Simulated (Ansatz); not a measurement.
CoO:

```xyz
2
Lattice="-1.5080 1.5080 2.1072 1.5080 -1.5080 2.1072 1.5080 1.5080 -2.1072" Properties=species:S:1:pos:R:3 pbc="T T T"
Co    0.0000    0.0000    0.0000
O     0.0000    0.0000    2.1072
```

```yaml
Program: Ansatz 0.2.0
Task: single point
Functional: PBEsol
Potentials_or_basis: all-electron LAPW, scalar-relativistic
Cutoff: 369 eV (chosen from the basis error)
Basis_error_allowed: 0.001 eV/atom
k_mesh: 12 × 12 × 12
Occupations: fermi-dirac, width 0.05 eV
Spin: collinear spin, ferromagnetic start
Starting_moments: "[2.0, 0.0] μB"
```

On this cell: pressure -9.2 GPa; largest force under 0.003 eV/Å; net moment 2.94 μB per cell; site moments Co +2.59; O +0.34 μB; band gap on the k mesh none (metal or under the smearing width).

The same run follows on a disturbed copy (atoms moved at random, drawn with an rms of 0.05 Å):

```
Co O
1.0
    -1.50800    1.50800    2.10725
     1.50800   -1.50800    2.10725
     1.50800    1.50800   -2.10725
Co O
1 1
Direct
  0.99472 0.00494 0.01533
  0.51463 0.49959 0.00496
```

Q: What does the disturbed cell give?

A: The energy (extrapolated to zero smearing) moves by +0.5 meV/atom; pressure -8.7 GPa; largest force 0.050 eV/Å; net moment 2.95 μB per cell; site moments Co +2.58; O +0.34 μB; band gap on the k mesh none (metal or under the smearing width).

Forces on the atoms (eV/Å):
```
Co   0.001  0.004  0.050
O   -0.001 -0.004 -0.050
```

Stress tensor (GPa, compression positive):
```
-9.01 -0.36  0.29
-0.36 -8.81 -0.12
 0.29 -0.12 -8.20
```

Caveats: a cell with one magnetic atom can't hold antiferromagnetic order, which such compounds often take; semilocal functionals often make such compounds metallic where correlation or magnetic order opens a gap, which also shifts bond lengths.
